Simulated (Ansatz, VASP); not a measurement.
Two plane-wave programs on GaN

The input INCAR:

```
PREC = Accurate
ENCUT = 520
EDIFF = 1E-6
ISMEAR = 0
SIGMA = 0.05
LREAL = False
LASPH = True
NELM = 60
ALGO = Normal
ISIF = 2
LWAVE = False
LCHARG = True
GGA = PE
LELF = True
LVHAR = True
NBANDS = 16
```

KPOINTS

```
Automatic mesh
0
Gamma
  14 14 14
```

Contents of POSCAR:

```
GaN
1.0
    0.0000000000      2.1992920500      2.1352350000
    2.1992920500      0.0000000000      2.1352350000
    2.1992920500      2.1992920500      0.0000000000
Ga N
1 1
Direct
    0.0000000000      0.0000000000      0.0000000000
    0.5000000000      0.5000000000      0.5000000000
```

Input for Ansatz:

```yaml
crystal:
  lattice:
    - [0.0, 2.19929205, 2.135235]
    - [2.19929205, 0.0, 2.135235]
    - [2.19929205, 2.19929205, 0.0]
  atoms:
    - { symbol: Ga, position: [0.0, 0.0, 0.0] }
    - { symbol: "N", position: [0.5, 0.5, 0.5] }
basis:
  ecutwfc: 420
kpoints:
  mp_grid: { grid: [14, 14, 14] }
hamiltonian:
  xc: pbe
scf:
  occupations: { method: gaussian, width: 0.05 }
output:
  forces: true
  stress: true
  eigenvalues: true
```

Change from the starting cell: strain +0.030 along x and y, +0.000 along z, atoms carried along.

Alike in both runs: task single point; functional PBE; k mesh 14 × 14 × 14; occupations gaussian, width 0.05 eV; no spin polarisation.

|  | VASP | Ansatz |
| --- | --- | --- |
| version | VASP 6.6.1 | Ansatz 0.2.0 |
| potentials or method | VASP PAW PBE potentials, release 64 (Ga_d, N) | scalar-relativistic, plane waves, PAW |
| plane-wave cutoff (eV) | 520 | 420 |
| valence electrons in the cell | 18 | 18 |

VASP gave:

| Item | Value |
| --- | --- |
| gap on the k mesh at the Fermi level (eV) | none |
| pressure (GPa) | -10.1 |
| largest component of the traceless stress (GPa) | 2.01 |

Question: Which values does Ansatz return?

Answer: gap on the k mesh at the Fermi level (eV): none; pressure (GPa): -10.8; largest component of the traceless stress (GPa): 1.94.

A gap of «none» marks a metal or a gap that the smearing closes.
